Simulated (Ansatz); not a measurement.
Redistribution: C2H8Ge + C4H8 → GeH3(CH3) + C5H10

Species: C2H8Ge (ethylgermane) `C[CH2][GeH3]`, singlet; C4H8 (1-butene) `C=CCC`, singlet; GeH3(CH3), singlet; C5H10 (2-methyl-1-butene) `C=C(C)CC`, singlet. The partners trade CH3 for H; both sit on C, so the bond types are kept.

Shapes, held fixed at every level: PBE0-D4/def2-TZVP. Flexible molecules stand in one conformer, not always the lowest. Programs: Ansatz 0.2.0. The zero-point and thermal change to 298 K, harmonic and unscaled (PBE0-D4/def2-TZVP), is -1.7 kJ/mol.

Problem. Estimate ΔH(298 K) of this reaction.

Solution. The highest level, CCSD(T)/def2-TZVPP, gives ΔH(298 K) = -24.1 kJ/mol; the levels span -25.1 to -19.6. The column of differences is taken from that level and isn't an error. No measured value is set beside it here. Relativity is left out for Ge unless named. Correlated rows may include outer-core shells of Ge, which these sets cover unevenly.

```json
{"level": "HF/def2-SVP", "kind": "Hartree–Fock", "ΔH(298 K) (kJ/mol)": "-20.2", "less CCSD(T)/def2-TZVPP": "+3.9"}
{"level": "HF/def2-TZVPP", "kind": "Hartree–Fock", "ΔH(298 K) (kJ/mol)": "-19.6", "less CCSD(T)/def2-TZVPP": "+4.5"}
{"level": "B3LYP-D4/def2-TZVPP", "kind": "global hybrid", "ΔH(298 K) (kJ/mol)": "-24.2", "less CCSD(T)/def2-TZVPP": "-0.1"}
{"level": "PBE0-D4/def2-TZVPP", "kind": "global hybrid", "ΔH(298 K) (kJ/mol)": "-25.1", "less CCSD(T)/def2-TZVPP": "-1.0"}
{"level": "wB97X-V/def2-TZVPP", "kind": "range-separated hybrid", "ΔH(298 K) (kJ/mol)": "-24.4", "less CCSD(T)/def2-TZVPP": "-0.3"}
{"level": "B2PLYP/def2-TZVPP", "kind": "double hybrid", "ΔH(298 K) (kJ/mol)": "-23.2", "less CCSD(T)/def2-TZVPP": "+0.9"}
{"level": "CCSD(T)/def2-SVP", "kind": "coupled cluster or CI", "ΔH(298 K) (kJ/mol)": "-23.3", "less CCSD(T)/def2-TZVPP": "+0.8"}
{"level": "CCSD(T)/def2-TZVPP", "kind": "coupled cluster or CI", "ΔH(298 K) (kJ/mol)": "-24.1", "less CCSD(T)/def2-TZVPP": "0.0"}
```

Transfer of the methyl group to the alkene is exothermic at every level, and the small thermal correction shows that the preference is mainly electronic. The exchange gives up an sp3–sp3 C–C bond and a vinylic C–H bond for an sp3 C–H bond and a stronger sp2–sp3 C–C bond. Hyperconjugation between the new methyl group and the π system adds to the stability of the more substituted alkene.

Hartree–Fock recovers most of this driving force but understates it. Enlarging the basis weakens the Hartree–Fock exothermicity yet strengthens that of CCSD(T), so the shortfall is one of correlation rather than basis size. It probably reflects medium-range attraction between groups attached to the same carbon, which are more numerous in the branched product. The close agreement of the density functionals with CCSD(T) supports a reaction enthalpy near -24.1 kJ/mol, but this single exchange cannot separate any specific influence of the germyl group from the general preference for a more substituted double bond.
